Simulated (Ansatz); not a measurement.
# 1T-IrSTe monolayer in a perpendicular field, part 2 of 2

Wanted: the out-of-plane response of the 1T-IrSTe monolayer. A positive field points along +c.

Ansatz 0.2.0; plane-wave DFT, PBE-D3(BJ), Ansatz PAW (set soft_1); PAW set soft_1.

So far. Step 2 (Relaxation): The lattice constant a goes from 3.581 to 3.493 Å.

## Step 3: Single point, field 0

A sawtooth potential applies the field, turning back in the middle of the vacuum. With the dipole correction the typed value is the field outside the slab. The induced dipole is small, so the SCF threshold is tight.

The cell differs from the one that the last finished run ended in (c 36.582 → 21.037 Å).

input.yaml reads:

```yaml
crystal:
  lattice:
    - [3.4925967076, 0.0, 0.0]
    - [-1.7462983538, 3.024677474, 0.0]
    - [0.0, 0.0, 21.0373406643]
  atoms:
    - { symbol: Te, position: [0.6666666667, 0.3333333333, 0.4278107268] }
    - { symbol: Ir, position: [0.0, 0.0, 0.5185485133] }
    - { symbol: S, position: [0.3333333333, 0.6666666667, 0.5721892732] }
kpoints:
  mp_grid: { grid: [18, 18, 1] }
  band_path:
    path: [[0, 0, 0], [0.5, 0, 0], [0.33333333, 0.33333333, 0], [0, 0, 0]]
    npoints: 16
hamiltonian:
  xc: pbe
  dispersion: d3bj
  pseudopotentials: { kind: paw, azcp: { folder: soft_1 } }
scf:
  occupations: { method: fermi_dirac, width: 0.02585 }
  convergence: { dr2_threshold: 1.0e-10 }
efield:
  axis: 3
  dipole_correction: true
  ramp_position: 0.97
  ramp_width: 0.06
  amplitude: 0
output:
  dos: { projected: true, e_range: [-6, 5] }
  write_potential: true
  write_density: true
  volumetric_format: npy
  elf: true
```

On the command line:

```sh
ansatz run input.yaml --threads 2 --pin off --max-ram 3072MiB --backend cpu --events-out ev --progress --plain --runs-dir out
```

Numbers of over 12 decimals in the logs are rounded to 6 here.

The program printed:

```text
[...]
Crystal: 3 atoms, lattice volume = 222.238 Å³
Basis set: ecut = 420 eV, 4313 PW (Γ)
Bands: 24, of which v1, the nominal top of the filled ones, is band 20 counted from 1 (19 counted from 0)
Symmetry: 6 space group operations
[...]
k-points: 37 of 324 (time reversal used)
[...]
SCF iter   1: F=—  HF=-19820.836413 eV  |F-HF|=—  |Δ(HF+E_count)|=         —  Δρ=2.59e-2  dr2=4.33e0  ethr=3.10e-3  p=-0.000 e·Å  D=-2.59e-8 V/Å  ΔV_dip=0.00 eV  dr2_dipole=6.11e-1  V_vac-E_F(+/−)=5.61/5.61 eV  ⟨swp⟩=11.3  Hψ=5847  notcnv=0
efield: sawtooth ramp at fractional position 0.9700 (set: `efield.ramp_position`, or a place that a band, a saddle search or an elastic batch's reference lends), width 0.0600; the density the first Hamiltonian is built on has a dipole p = -0.000 e·Å; the dipole correction subtracts the counter field D = -2.59e-8 V/Å, which shifts the + side's vacuum level by +0.00 eV against the − side's; the planar-averaged density in the ramp window peaks in size at 2.1e-7 e/Å³
[...]
SCF iter   2: F=—  HF=-19820.675051 eV  |F-HF|=—  |Δ(HF+E_count)|=   1.61e-1  Δρ=1.28e-2  dr2=2.75e0  ethr=3.10e-3  p=-0.140 e·Å  D=-1.14e-1 V/Å  ΔV_dip=2.40 eV  dr2_dipole=4.92e-1  V_vac-E_F(+/−)=5.07/2.67 eV  ⟨swp⟩=4.1  Hψ=1867  notcnv=0
[...]
SCF iter  11: F=-19820.363103 eV  HF=-19820.363103 eV  |F-HF|=3.64e-11  |Δ(HF+E_count)|=  8.44e-10  Δρ=1.14e-7  dr2=5.04e-11  ethr=1.00e-12  p=-0.043 e·Å  D=-3.54e-2 V/Å  ΔV_dip=0.74 eV  dr2_dipole=6.22e-12  V_vac-E_F(+/−)=5.08/4.33 eV  ⟨swp⟩=6.1  Hψ=3186  notcnv=0
SCF 1 converged in 11 iterations: F = -19820.363103 eV  dr2 = 5.04e-11
[...]
NSCF: frozen V_eff on 49 k-points
efield: sawtooth ramp at fractional position 0.9700 (kept from the solve that this one continues, or follows in the run), width 0.0600; the density the first Hamiltonian is built on has a dipole p = -0.043 e·Å; the dipole correction subtracts the counter field D = -3.54e-2 V/Å, which shifts the + side's vacuum level by +0.74 eV against the − side's; the planar-averaged density in the ramp window peaks in size at 2.7e-7 e/Å³
[...]
SCF converged after 11 iterations
Free energy (F): -19820.363103 eV
[...]
Internal energy: -19820.358353 eV  (E = F + TS)
E sigma→0 (E₀):  -19820.360728 eV
Entropy (-TS):   -0.004749 eV (-1.583 meV/atom)
Fermi energy:    0.258785 eV
Dipole field:    D = -0.035380 V/Å  (p = -0.043453 e·Å, saw-weighted, corrected)
Work function:   Φ+ = 5.0774 eV   Φ− = 4.3331 eV
Levels:          The Fermi level and band energies are counted from a zero that moves with the ramp; work functions are not
[...]
--- Band table (eV; the first three rows and the last of 37) ---
  k-point 0: bands = [... 16 lower, -2.3751, -0.1302, 0.8885, 0.8885, 3.4608, 3.4608, 3.6311, 4.7557]
  k-point 1: bands = [... 16 lower, -2.3984, -0.2734, 0.8700, 0.8926, 3.1397, 3.3779, 3.7174, 4.8624]
  k-point 2: bands = [... 16 lower, -2.4553, -0.6306, 0.8110, 0.8835, 2.5018, 3.1790, 3.9321, 5.0920]
  k-point 36: bands = [... 16 lower, -3.4128, -1.4666, -0.9758, -0.5961, 1.0859, 2.6858, 4.3176, 6.9066]
```

The job ended after 21 s (2 threads of Arm Neoverse V1, shared host; peak memory 0.54 GiB; 41 s of CPU time).

This step gave:

```
energy at zero smearing        : -19820.3607 eV
work function, upper face      : 5.077 eV
work function, lower face      : 4.333 eV
dipole along the normal        : -0.04345 e·Å
step between the vacuum levels : 0.7443 eV
```

Running mean over a fixed 2.8 Å (it still follows the layers) of the planar mean; the ramp of the sawtooth is left out. The electron's electrostatic potential energy less the Fermi level by z:

z (Å), electron's electrostatic potential energy less the Fermi level (eV) and a bar from the least value:
```
     2.92       4.33 #############################
     3.36       4.33 #############################
     3.80       4.33 #############################
     4.09       4.33 #############################
     4.53       4.33 #############################
     4.97       4.33 ############################
     5.41       4.32 ############################
     5.84       4.27 ############################
     6.14       4.20 ############################
     6.57       3.86 ############################
     7.01       2.73 #########################
     7.45       0.87 ######################
     7.89      -0.95 ##################
     8.33      -2.83 ##############
     8.62      -3.73 ############
     9.06      -5.25 #########
     9.50      -7.47 #####
     9.93      -8.94 ##
    10.37      -9.68 
    10.66      -9.85 
    11.10      -9.66 
    11.54      -9.04 ##
    11.98      -7.11 ######
    12.42      -4.13 ###########
    12.71      -2.11 ################
    13.15       0.60 #####################
    13.59       2.75 #########################
    14.02       4.31 ############################
    14.46       4.89 ##############################
    14.90       5.03 ##############################
    15.19       5.06 ##############################
    15.63       5.07 ##############################
    16.07       5.08 ##############################
    16.51       5.08 ##############################
    16.95       5.08 ##############################
    17.24       5.08 ##############################
    17.68       5.08 ##############################
    18.12       5.08 ##############################
```

The density of states has structure finer than the step of the table below, so its rows give means over 0.25 eV, whole bins alone (the curve runs from -6 to 1.99 eV). Peaks (eV: height): -5.420: 8.11, -5.150: 13.2, -4.540: 10.6, -2.660: 8.06, -1.890: 8.98, -1.700: 8.39, 1.550: 6.94.

Density of states against energy, zero at the Fermi level; means over each step:

energy (eV), density of states (states/eV a cell) and a bar:
```
    -5.75        2.0 #########
    -5.50        5.1 ########################
    -5.25        6.4 ##############################
    -5.00        2.8 #############
    -4.75        0.1 
    -4.50        4.4 #####################
    -4.25        0.9 ####
    -4.00        0.4 ##
    -3.75        0.8 ###
    -3.50        2.3 ###########
    -3.25        4.6 #####################
    -3.00        2.6 ############
    -2.75        5.0 #######################
    -2.50        1.5 #######
    -2.25        0.5 ##
    -2.00        1.7 ########
    -1.75        4.4 #####################
    -1.50        2.9 #############
    -1.25        2.6 ############
    -1.00        1.8 ########
    -0.75        2.4 ###########
    -0.50        2.7 #############
    -0.25        1.4 ######
     0.00        1.1 #####
     0.25        1.1 #####
     0.50        1.8 ########
     0.75        0.6 ###
     1.00        1.2 #####
     1.25        1.3 ######
     1.50        3.3 ###############
     1.75        1.0 ####
```

Projected DOS per atom over height of the atomic layer and energy from the Fermi level. Layers: Te Ir S from below.

Values in states/eV, 22 rows by 3 columns, each cell a mean:
```
0.37 0.57 0.43
0.54 1.27 0.86
0.14 0.60 0.42
0.43 0.36 0.44
0.57 0.35 0.34
0.50 0.36 0.24
0.70 0.75 0.39
0.78 1.24 0.48
0.44 1.25 0.29
0.52 1.93 0.44
0.57 2.50 0.60
0.12 0.24 0.10
1.00 1.55 0.40
1.00 1.58 0.35
1.72 1.89 0.50
0.45 0.61 0.42
0.16 0.22 0.07
0.73 1.21 0.92
0.18 0.43 0.40
0.97 1.84 1.68
0.99 2.19 1.79
0.18 0.54 0.59
```
Columns: height of the atomic layer (Å) from 9 to 12.0 (not evenly spaced); rows upwards: energy from the Fermi level (eV) from -5.96 to 1.96.

Electronic bands along the path, in eV, zero at the Fermi level:

| point | band 17 | band 18 | band 19 | band 20 | band 21 | band 22 | band 23 | band 24 |
| --- | --- | --- | --- | --- | --- | --- | --- | --- |
| Γ | -2.63 | -0.39 | 0.63 | 0.63 | 3.20 | 3.20 | 3.37 | 4.50 |
| halfway | -2.77 | -1.50 | -0.36 | 0.24 | 1.54 | 2.50 | 4.59 | 5.18 |
| M | -1.93 | -1.71 | -1.27 | -1.16 | 1.67 | 2.37 | 3.72 | 5.18 |
| halfway | -3.07 | -1.74 | -1.47 | -0.55 | 1.08 | 2.14 | 4.14 | 6.45 |
| K | -3.67 | -1.73 | -1.23 | -0.85 | 0.83 | 2.43 | 4.06 | 6.65 |
| halfway | -2.61 | -1.57 | -0.92 | 0.31 | 1.45 | 1.87 | 4.96 | 5.78 |
| Γ | -2.63 | -0.39 | 0.63 | 0.63 | 3.20 | 3.20 | 3.37 | 4.50 |

Valence density in the ca plane at fractional y = 0.000, with atoms of Ir within 0.2 Å of it. It is the smooth field of the valence electrons, not physical close to the nuclei.

Values in e/Å³, 5 rows by 16 columns, each cell a mean:
```
0.0 0.0 0.0 0.0 0.0 0.0 0.1 0.2 2.6 4.7 0.3 0.0 0.0 0.0 0.0 0.0
0.0 0.0 0.0 0.0 0.0 0.0 0.2 0.3 0.4 0.6 0.3 0.0 0.0 0.0 0.0 0.0
0.0 0.0 0.0 0.0 0.0 0.0 0.3 0.4 0.2 0.3 0.3 0.1 0.0 0.0 0.0 0.0
0.0 0.0 0.0 0.0 0.0 0.0 0.1 0.3 0.7 1.2 0.3 0.0 0.0 0.0 0.0 0.0
0.0 0.0 0.0 0.0 0.0 0.0 0.1 0.2 3.5 6.1 0.4 0.0 0.0 0.0 0.0 0.0
```
Columns run along c (16.0 Å, from fractional 0.09 to 0.85 of the cell), rows up along a (3.5 Å). Atoms in or near the plane, at fractional coordinates: Ir at (0.52, 0.00).

ELF in the ca plane at fractional y = 0.000, with atoms of Ir within 0.2 Å of it. It is the smooth field of the valence electrons, not physical close to the nuclei.

Values, 5 rows by 16 columns, each cell a mean:
```
0.00 0.00 0.00 0.00 0.00 0.04 0.16 0.27 0.44 0.51 0.28 0.05 0.00 0.00 0.00 0.00
0.00 0.00 0.00 0.00 0.02 0.21 0.56 0.50 0.31 0.36 0.50 0.26 0.03 0.00 0.00 0.00
0.00 0.00 0.00 0.00 0.03 0.33 0.66 0.50 0.31 0.36 0.64 0.46 0.07 0.00 0.00 0.00
0.00 0.00 0.00 0.00 0.01 0.15 0.45 0.47 0.33 0.38 0.41 0.17 0.02 0.00 0.00 0.00
0.00 0.00 0.00 0.00 0.00 0.02 0.09 0.21 0.48 0.53 0.29 0.04 0.00 0.00 0.00 0.00
```
Columns run along c (16.0 Å, from fractional 0.09 to 0.85 of the cell), rows up along a (3.5 Å). Atoms in or near the plane, at fractional coordinates: Ir at (0.52, 0.00).

Electrostatic potential energy in the ca plane at fractional y = 0.000, with atoms of Ir within 0.2 Å of it. With pseudopotentials it is smooth inside the atoms' cores, unlike the true potential.

Ten even steps from '0' (-46 eV) to '9' (5 eV), each cell a mean:
```
99999999999999999999986100048999999999999999
99999999999999999999988410278999999999999999
99999999999999999988888877788999999999999999
99999999999999999876678999888899999999999999
99999999999999999876678999888899999999999999
99999999999999999987788888888999999999999999
99999999999999999998888744689999999999999999
99999999999999999999987200058999999999999999
99999999999999999999986000038999999999999999
```
Columns run along c (16.0 Å, from fractional 0.09 to 0.85 of the cell; values clipped at the 3rd and 97th percentile), rows up along a (3.5 Å). Atoms in or near the plane, at fractional coordinates: Ir at (0.52, 0.00).

The work function of the upper face is 5.08 eV.

## Step 4: Atoms held, field 0.1 V/Å

input.yaml: that of step 3 with these lines changed.

```diff
@@ -24,7 +24,6 @@
   dipole_correction: true
-  ramp_position: 0.97
-  ramp_width: 0.06
-  amplitude: 0
+  ramp_position: 0.9406
+  ramp_width: 0.1031
+  amplitude: 0.1
 output:
-  dos: { projected: true, e_range: [-6, 5] }
   write_potential: true
@@ -32,2 +31 @@
   volumetric_format: npy
-  elf: true
```

The program printed:

```text
[...]
Crystal: 3 atoms, lattice volume = 222.238 Å³
Basis set: ecut = 420 eV, 4313 PW (Γ)
Bands: 24, of which v1, the nominal top of the filled ones, is band 20 counted from 1 (19 counted from 0)
Symmetry: 6 space group operations
[...]
k-points: 37 of 324 (time reversal used)
[...]
--- Band table (eV; the first three rows and the last of 37) ---
  k-point 0: bands = [... 16 lower, -2.3727, -0.1166, 0.8918, 0.8918, 3.4627, 3.4627, 3.5004, 4.5309]
  k-point 1: bands = [... 16 lower, -2.3961, -0.2621, 0.8755, 0.8957, 3.1421, 3.3798, 3.5773, 4.6278]
  k-point 2: bands = [... 16 lower, -2.4530, -0.6232, 0.8188, 0.8863, 2.5053, 3.1811, 3.7770, 4.8488]
  k-point 36: bands = [... 16 lower, -3.4033, -1.4636, -0.9772, -0.5952, 1.0885, 2.6872, 4.3088, 6.8739]
[key lines of the parts left out:]
SCF converged after 11 iterations
Free energy (F): -19820.360339 eV
Fermi energy:    0.261793 eV
Dipole field:    D = -0.009631 V/Å  (p = -0.011829 e·Å, saw-weighted, corrected)
```

It took 20 s on 2 threads; peak memory 0.52 GiB.

The dipole is -0.0118 e·Å, 0.0316 e·Å from its value without field.

## Step 5: Atoms held, field -0.1 V/Å

input.yaml: that of step 4 with these lines changed.

```diff
@@ -26,3 +26,3 @@
   ramp_width: 0.1031
-  amplitude: 0.1
+  amplitude: -0.1
 output:
```

The program printed:

```text
[...]
Crystal: 3 atoms, lattice volume = 222.238 Å³
Basis set: ecut = 420 eV, 4313 PW (Γ)
Bands: 24, of which v1, the nominal top of the filled ones, is band 20 counted from 1 (19 counted from 0)
Symmetry: 6 space group operations
[...]
k-points: 37 of 324 (time reversal used)
[...]
--- Band table (eV; the first three rows and the last of 37) ---
  k-point 0: bands = [... 16 lower, -2.3668, -0.1334, 0.8958, 0.8958, 3.4696, 3.4696, 3.7409, 4.6849]
  k-point 1: bands = [... 16 lower, -2.3901, -0.2742, 0.8751, 0.9000, 3.1478, 3.3866, 3.8370, 4.7407]
  k-point 2: bands = [... 16 lower, -2.4469, -0.6275, 0.8137, 0.8912, 2.5087, 3.1876, 4.0671, 4.8980]
  k-point 36: bands = [... 16 lower, -3.4116, -1.4590, -0.9638, -0.5863, 1.0939, 2.6949, 4.3368, 6.9476]
[key lines of the parts left out:]
SCF converged after 11 iterations
Free energy (F): -19820.369028 eV
Fermi energy:    0.266419 eV
Dipole field:    D = -0.061110 V/Å  (p = -0.075053 e·Å, saw-weighted, corrected)
```

It took 20 s on 2 threads; peak memory 0.52 GiB.

The dipole is -0.0751 e·Å, -0.0316 e·Å from its value without field.

## Step 6: Response, atoms held

This step: plane-wave DFT, PBE-D3(BJ), Ansatz PAW (set soft_1); response to a field along the normal, atoms held; PAW set soft_1 (Ansatz 0.2.0).

The dipoles give the slope, and the difference of two potentials shows where the field is screened.

This step gave:

```
equivalent conductor thickness p/(ε₀AE) : 5.415 Å
distance between the outer atoms        : 3.037 Å
```

Table of dipole of the cell by applied field:

| applied field (V/Å) | dipole of the cell (e·Å) |
| --- | --- |
| -0.1000 | -0.0751 |
| 0.0000 | -0.0435 |
| 0.1000 | -0.0118 |

Local field over the applied field, running mean. From the potentials at -0.1 and 0.1 V/Å; running mean over 2.5 Å. Table of local field over applied field by z:

| z (Å) | local field over applied field |
| --- | --- |
| 4.5 | 0.997 |
| 5.0 | 0.991 |
| 5.5 | 0.975 |
| 6.0 | 0.937 |
| 6.5 | 0.853 |
| 7.0 | 0.714 |
| 7.5 | 0.541 |
| 8.0 | 0.363 |
| 8.5 | 0.199 |
| 9.0 | 0.0797 |
| 9.5 | 0.0231 |
| 10.0 | 0.00859 |
| 10.5 | 0.0119 |
| 11.0 | 0.0359 |
| 11.5 | 0.0837 |
| 12.0 | 0.179 |
| 12.5 | 0.323 |
| 13.0 | 0.495 |
| 13.5 | 0.666 |
| 14.0 | 0.820 |
| 14.5 | 0.922 |
| 15.0 | 0.971 |
| 15.5 | 0.990 |
| 16.0 | 0.996 |
| 16.5 | 0.999 |

Electrons, planar mean, per unit field. The induced electron density by z:

z (Å), induced electron density (e/Å³ per V/Å) and a bar from the least value:
```
      4.5    0.00001 ################
      5.0    0.00004 ################
      5.5    0.00012 #################
      6.0    0.00031 #################
      6.5    0.00079 ###################
      7.0    0.00179 ########################
      7.5    0.00318 ##############################
      8.0    0.00309 ##############################
      8.5    0.00096 ####################
      9.0    0.00073 ###################
      9.5    0.00033 #################
     10.0   -0.00034 ##############
     10.5    0.00003 ################
     11.0   -0.00059 #############
     11.5   -0.00020 ###############
     12.0   -0.00085 ############
     12.5   -0.00198 #######
     13.0   -0.00362 
     13.5   -0.00233 ######
     14.0   -0.00101 ############
     14.5   -0.00038 ##############
     15.0   -0.00013 ###############
     15.5   -0.00004 ################
     16.0   -0.00001 ################
     16.5    0.00000 ################
```

By hand: between -0.1 and 0.1 V/Å the dipole changes by 0.06322 e·Å, a slope of 0.3161 e·Å²/V. A perfect conductor of thickness t has p = ε₀AEt, so t = 180.95 × 0.3161 / 10.564 = 5.41 Å (e/ε₀ = 180.95 V·Å, A in Å²).

The induced dipole is that of a conductor 5.41 Å thick.

## Step 7: Results

* gap without field: none
* work function, upper face: 5.08 eV
* step between the vacuum levels: 0.744 eV
* equivalent conductor thickness, atoms held: 5.41 Å

**Reading.** The induced dipole equals that of a perfect conductor 5.41 Å thick, while the outer atoms lie 3.04 Å apart. The two faces differ: the vacuum level above lies 0.74 eV higher than the one below. There is no gap over 0.03 eV, with or without the field. The first relaxation ran with spin and lost its moment, and the later runs have none; other magnetic states were not tried. Spin-orbit coupling is left out, which matters for the bands of elements this heavy.

[Logs are printed without paths, hosts, clocks, repeated set-up lines and the standing remarks that a program may print on its own settings, such as how far it seeks lower states.]

[Hosts, paths, dates, database ids (printed as entryN), source tags and the programs' standing remarks are cut or masked in the printed files.]

[Maps of the electrostatic potential energy from Ansatz leave out the sawtooth potential of an applied field or a dipole correction, so their vacuum need not be flat; planar profiles and work functions include it.]

[The density of states shown here was stored with 400 of the rows of the run's finer table, so its peaks can read low, often by over a quarter, or be missed, and its means over a window can be off by a tenth or more.]
